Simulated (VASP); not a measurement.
Write the native input for VASP 6.6.1 that does the following.

```
Task                   : single point
Functional             : PBE
Potentials or basis    : VASP PAW PBE potentials, release 64 (Tl_d, Cl)
Cutoff                 : 520 eV
k mesh                 : 6 × 6 × 6
Occupations            : fermi-dirac, width 0.02 eV
Spin                   : no spin polarisation
Dipole correction      : no
Further INCAR settings : ALGO = Fast; EDIFF = 1e-06; NBANDS = 17
```

The structure of TlCl lies in POSCAR:

```
TlCl
1.0
    3.9344123877      0.0000000000      0.0000000000
    0.0000000000      3.9344123877      0.0000000000
    0.0000000000      0.0000000000      3.8388256296
Tl Cl
1 1
Direct
    0.0000000000      0.0000000000      0.0000000000
    0.5000000000      0.5000000000      0.5000000000
```

The cell was built by a generator and needn't be a form met in nature.

The cell isn't the ideal one: biaxial_xy strain +2.5%.

One way to write it, as run:

INCAR

```
PREC = Accurate ; ENCUT = 520
EDIFF = 1E-6 ; ISMEAR = -1
SIGMA = 0.02 ; LREAL = F
LASPH = T ; NELM = 60
ALGO = Fast ; ISIF = 2
LWAVE = F ; LCHARG = T
GGA = PE ; LELF = T
LVHAR = T ; NBANDS = 17
```

KPOINTS

```
Automatic mesh
0
Gamma
  6 6 6
```

Potentials or basis: VASP PAW PBE potentials, release 64 (Tl_d, Cl).

Command:

```bash
$ cat potpaw_PBE.64/Tl_d/POTCAR potpaw_PBE.64/Cl/POTCAR > POTCAR
$ mpirun -np 1 vasp_std > vasp.out
```

It gave:

```yaml
Pressure: -0.1 GPa
Band_gap_on_the_k_mesh: 2.10 eV, indirect (least direct gap 2.13 eV)
```

Caveat: spin-orbit coupling is left out, which as a rule narrows the gap of such compounds by several tenths of an eV.

It took 30 s on 1 thread of Intel(R) Xeon(R) Platinum 8488C (Sapphire Rapids), with other jobs on the host, peak memory 0.18 GiB.
